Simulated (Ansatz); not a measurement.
HgTe, DFT, LDA, all-electron PAW with datasets made for the crystal, scalar-relativistic (Ansatz 0.2.0), run on 1 thread of Arm Neoverse V1 on a shared host.

The cell is COD entry 1538296, as deposited and not checked against the literature; nothing was relaxed. The listed cell was then made from it by scaling, straining or moving an atom.

Command: `ansatz run input.yaml --threads 1 --pin off --max-ram 3072MiB --backend cpu --events-out ev --progress --plain --runs-dir out`

```yaml
crystal:
  lattice:
    - [0.05843, 2.950715, 2.950715]
    - [2.950715, 0.05843, 2.950715]
    - [2.950715, 2.950715, 0.05843]
  atoms:
    - { symbol: Hg, position: [0.0, 0.0, 0.0] }
    - { symbol: Te, position: [0.5, 0.5, 0.5] }
kpoints:
  mp_grid: { grid: [10, 10, 10] }
scf:
  occupations: { method: fermi_dirac, width: 0.08 }
hamiltonian:
  xc: lda
  pseudopotentials: { kind: all_electron, datasets: crystal }
output:
  forces: true
  stress: true
  eigenvalues: true
  efg: { contact_densities: true }
```

How large is the problem that the program sets up?

116 irreducible k-points, 489 plane waves at Γ, 13 bands.

About how long does it take, and how much memory does it use?

13 s of wall time for 9 SCF iterations, with a peak of 0.54 GiB. Times on shared machines scatter by tens of per cent.

And the same cell and mesh by PAW (frozen-core files), asked for forces, stress, eigenvalues, efg, write_density, write_potential, elf, on the same hardware?

11 s, peak memory 0.46 GiB.
